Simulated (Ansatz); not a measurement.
Crystal: Mg.

```xyz
1
Lattice="-1.7961 1.7961 1.7961 1.7961 -1.7961 1.7961 1.7961 1.7961 -1.7961" Properties=species:S:1:pos:R:3 pbc="T T T"
Mg    0.0000    0.0000    0.0000
```

This isn't the form of Mg at room conditions, which is hcp.

The cell isn't the ideal one: volume scaled by 1.04.

- Program: Ansatz 0.2.0
- Task: relaxation of cell and atoms
- Functional: SVWN5
- Potentials or basis: all-electron LAPW, non-relativistic
- Basis error allowed: 0.002 eV/atom
- k mesh: 11 × 11 × 11
- Occupations: methfessel-paxton, width 0.01 eV
- Spin: collinear spin, random start
- Starting moments: [0.16] μB

At the start: volume 23.18 Å³/atom.

**Question.** How do energy, volume and symmetry change on relaxing?

**Answer.** Over 5 steps the energy falls by 13.7 meV/atom and the volume is 21.54 Å³/atom (-7.1 %); space group Im-3m (No. 229, to 0.05 Å); moment 0.01 μB per cell.

The path:
```tsv
step	energy change (eV)	largest force (eV/Å)	volume (Å³)
1	0.0000	0.0000	23.18
2	-0.0126	0.0000	21.99
3	-0.0137	0.0000	21.48
4	-0.0137	0.0000	21.54
5	-0.0137	0.0000	21.54
```

Final structure:
```
CELL_PARAMETERS angstrom
-1.75275 1.75275 1.75275
1.75275 -1.75275 1.75275
1.75275 1.75275 -1.75275
ATOMIC_POSITIONS crystal
Mg 0.00000 0.00000 0.00000
```

Caveat: the starting moments weren't kept.
